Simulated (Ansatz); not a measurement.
The parent structure is GeO₂ in the rutile structure (space group P4_2/mnm, No. 136).

```xyz
6
Lattice="4.4884 0.0000 0.0000 0.0000 4.4884 0.0000 0.0000 0.0000 2.9053" Properties=species:S:1:pos:R:3 pbc="T T T"
Ge     0.0000     0.0000     0.0000
Ge     2.2442     2.2442     1.4527
O      1.3786     1.3786     0.0000
O      3.6227     0.8656     1.4527
O      0.8656     3.6227     1.4527
O      3.1098     3.1098     0.0000
```

Cartesian axes are those of the cell as printed.

All numbers come from PBE (Ansatz, a program for electronic structure; PAW; 420 eV plane waves; without spin-orbit coupling), earlier PAW set.

For the base:

Hole mass: 1.9 mₑ along c, 1.2 mₑ across (at Γ)
Electron mass: 0.19 mₑ along c, 0.22 mₑ across (at Γ)

The change: biaxial strain −0.81 %, plane normal [001], relaxed out of plane (Cartesian); in-plane vectors clamped, the third vector and the atoms free.

What happens to the out-of-plane strain?

The out-of-plane strain is +0.51 %.

Estimate the effect on the hole mass.

The hole mass goes from 1.9 mₑ along c, 1.2 mₑ across (at Γ) to 2.5 mₑ out of plane, 1.4 mₑ in plane (at Γ).

Predict the new electron mass.

The electron mass becomes 0.19 mₑ out of plane, 0.22 mₑ in plane (at Γ) (base: 0.19 mₑ along c, 0.22 mₑ across (at Γ)).

The levels and masses belong to the bands next to the band gap. Masses are band curvatures over ±0.01 Å⁻¹ around the edge. No phonon test of stability was made.
